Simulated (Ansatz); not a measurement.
W under changes of volume

One of the cells (15.848 Å³/atom); the others are scaled copies at fixed shape and fractional positions:

```
CELL_PARAMETERS angstrom
-1.58234 1.58234 1.58234
1.58234 -1.58234 1.58234
1.58234 1.58234 -1.58234
ATOMIC_POSITIONS crystal
W 0.00000 0.00000 0.00000
```

```yaml
Program: Ansatz 0.2.0
Functional: r2SCAN
Potentials_or_basis: Ansatz PAW
Cutoff: "500 eV (not typed: the program's choice for these potentials)"
k_mesh: 12 × 12 × 12
Occupations: fermi-dirac, width 0.05 eV
Spin: no spin polarisation
```

```csv
volume (Å³/atom),energy over the lowest point (meV/atom),pressure (GPa)
14.897,73.30,24.0
15.214,?,?
15.531,9.95,8.4
15.848,0.00,1.5
16.165,3.00,-4.7
16.482,17.81,-10.3
16.798,43.32,-15.4
```

Task: What does the run at 15.214 Å³/atom give?

Result: Energy over the lowest point 33.98 meV/atom; pressure 15.8 GPa.

Worked out: A Birch-Murnaghan fit of order 3 (a polynomial in V^(-2/3)) to the other rows has its minimum at 15.93 Å³/atom with B0 = V·E''(V) = 320 GPa and B' = 3.4. It gives 33.93 meV/atom at 15.214 Å³/atom, against the run's 33.98, and -dE/dV = 15.9 GPa, against 15.8.

Energies are extrapolated to zero smearing.

Caveats: the PAW data sets come from PBE, with cores solved anew for the run's functional, which leaves a small shift of forces and pressure.
